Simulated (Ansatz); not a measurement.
# AgCl: band gap under strain

Aim: follow the gap of AgCl in the rocksalt structure through these states: +2.0 % shear in the xy plane; -4.8 % strain along [111] alone; +4.7 % biaxial strain in the (111) plane, free along [111]. The table at the end shows which levels were run.

Code: Ansatz 0.2.0. PAW datasets, plane waves. Calculated at 0 K for a non-magnetic cell.

### 1 The cell

The unstrained cell was relaxed with r2SCAN; in each strained cell the atoms were relaxed again with r2SCAN. Names of k-points are those of the unstrained zone, where strain can split equivalent points. First state: +2.0 % shear in the xy plane.

Space group Immm (No. 71), orthorhombic; a = 3.882 Å, b = 3.962 Å, c = 5.546 Å in the conventional setting, 21.33 Å³ an atom. Around Ag lie 6 Cl at 2.77 Å; around Cl lie 6 Ag at 2.77 Å.

As a file:

```cif
data_structure
_symmetry_space_group_name_H-M 'P 1'
_symmetry_Int_Tables_number 1
_cell_length_a 3.9220
_cell_length_b 3.9220
_cell_length_c 3.9621
_cell_angle_alpha 59.661
_cell_angle_beta 59.661
_cell_angle_gamma 59.321
_cell_volume 42.65
loop_
_atom_site_label
_atom_site_type_symbol
_atom_site_fract_x
_atom_site_fract_y
_atom_site_fract_z
_atom_site_occupancy
Ag1 Ag 0.00000 0.00000 0.00000 1
Cl1 Cl 0.50000 0.50000 0.50000 1
```

### 2 +2.0 % shear in the xy plane: PBE

Input file input.yaml:

```yaml
crystal:
  lattice:
    - [0.0284251341, 2.7731838126, 2.7731838126]
    - [2.7731838126, 0.0284251341, 2.7731838126]
    - [2.8016089467, 2.8016089467, 0.0]
  atoms:
    - { symbol: Ag, position: [0.0, 0.0, 0.0] }
    - { symbol: Cl, position: [0.5, 0.5, 0.5] }
kpoints:
  mp_grid: { grid: [8, 8, 8] }
  band_path:
    path:
      - [0.0, 0.0, 0.0]
      - [0.5, 0.0, 0.5]
      - [0.625, 0.25, 0.625]
      - [0.375, 0.375, 0.75]
      - [0.5, 0.5, 0.5]
      - [0.5, 0.25, 0.75]
      - [0.0375, 0.0375, 0.075]
    npoints: 1
hamiltonian:
  xc: pbe
scf:
  occupations: { method: fermi_dirac, width: 0.02 }
  n_extra_bands: 4
output:
  forces: true
  stress: true
  eigenvalues: true
```

Further steps of the session: +2.0 % shear in the xy plane: r2SCAN; +2.0 % shear in the xy plane: HSE06; -4.8 % strain along [111] alone: PBE; -4.8 % strain along [111] alone: r2SCAN; -4.8 % strain along [111] alone: HSE06; +4.7 % biaxial strain in the (111) plane, free along [111]: PBE; +4.7 % biaxial strain in the (111) plane, free along [111]: r2SCAN; +4.7 % biaxial strain in the (111) plane, free along [111]: HSE06.

**Question.** What will these runs give?

As calculated:

Least gap in eV (negative: overlap):

```
                                                     state   PBE  r2SCAN  HSE06
                              +2.0 % shear in the xy plane  0.89    1.46   2.39
                           -4.8 % strain along [111] alone  0.86    1.44   2.35
+4.7 % biaxial strain in the (111) plane, free along [111]  0.81    1.37   2.31
```

**Reading.** Where both were run, the HSE06 gap lies +1.49 to +1.50 eV from PBE's, each on its own k points. In PBE the gap is least under +4.7 % biaxial strain in the (111) plane, free along [111] (0.81 eV) and largest under +2.0 % shear in the xy plane (0.89 eV).
